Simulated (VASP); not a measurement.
# SiC in VASP: how settings move the PBE single point

Aim: see what changed inputs do to the PBE single point of SiC in the zincblende structure, under -2.0 % equal strain in all directions.

The runs shown are made with VASP 6.6.1. PAW datasets, plane waves. The values are computed, spin-unpolarised, and not measurements.

## Step 1: The cell

The cell comes from an earlier relaxation with r2SCAN in another program.

Space group F-43m (No. 216), cubic; conventional cell a = 4.269 Å, 9.72 Å³ an atom. Around Si lie 4 C at 1.85 Å; around C lie 4 Si at 1.85 Å.

Coordinates:

```xyz
2
Lattice="0.0000 2.1345 2.1345 2.1345 0.0000 2.1345 2.1345 2.1345 0.0000" Properties=species:S:1:pos:R:3 pbc="T T T"
Si    0.0000    0.0000    0.0000
C     1.0672    1.0672    1.0672
```

## Step 2: The reference run

File INCAR:

```
ENCUT = 520.000000
SIGMA = 0.020000
EDIFF = 1.00e-07
GGA = PE
PREC = Accurate
IBRION = -1
ISIF = 2
ISMEAR = -1
NBANDS = 11
NELM = 120
NSW = 0
LASPH = .TRUE.
LCHARG = .FALSE.
LWAVE = .FALSE.
LREAL = .FALSE.
```

File KPOINTS:

```
KPOINTS created by Atomic Simulation Environment
0
Gamma
10 10 10
0 0 0
```

File POSCAR:

```
Si C
 1.0000000000000000
     0.0000000000000000    2.1344913040000000    2.1344913040000000
     2.1344913040000000    0.0000000000000000    2.1344913040000000
     2.1344913040000000    2.1344913040000000    0.0000000000000000
 Si  C
   1   1
Cartesian
  0.0000000000000000  0.0000000000000000  0.0000000000000000
  1.0672456520000000  1.0672456520000000  1.0672456520000000
```

A file KPOINTS_OPT adds named points for the levels; it doesn't enter the self-consistent loop.

Potentials: the recommended PBE PAW datasets, 8 valence electrons.

Launch:

```console
$ mpirun -np 1 vasp_std
```

## Step 3: Altered input 1

File INCAR:

```
SIGMA = 0.020000
EDIFF = 1.00e-07
GGA = PE
PREC = Accurate
IBRION = -1
ISIF = 2
ISMEAR = -1
NSW = 0
LASPH = .TRUE.
LCHARG = .FALSE.
LWAVE = .FALSE.
LREAL = .TRUE.
NBANDS = 5
ENCUT = 600
NELM = 54
```

KPOINTS is that of step 2.

POSCAR is that of step 2.

## Step 4: Altered input 2

Changes to INCAR since step 2:

```diff
@@ -4,3 +4,2 @@
 GGA = PE
-PREC = Accurate
 IBRION = -1
@@ -15 +14,2 @@
 LREAL = .FALSE.
+PREC = Single
```

KPOINTS is that of step 2.

POSCAR is that of step 2.

**Question.** What will these runs give? Wanted: for each run, changed; ending; energy change; pressure; electronic steps; usable.

As calculated:

| run | changed | ending | energy change (meV/atom) | pressure (GPa) | gap on the mesh (eV; negative: overlap) | electronic steps | time | usable |
| --- | --- | --- | --- | --- | --- | --- | --- | --- |
| ref. | – | converged | 0 | 18.9 | 1.30 | 13 | 6.1 s | yes |
| 1 | LREAL = .TRUE., NBANDS = 5, ENCUT = 600, NELM = 54 | converged | -26.8 | 19.5 | 1.29 | 13 | 4.5 s | no |
| 2 | PREC = Single | converged | 0.0 | 18.9 | 1.30 | 13 | 5.9 s | yes |

Of 2 altered inputs, 1 ended normally on a faulty or unsound input, 1 gave usable results.
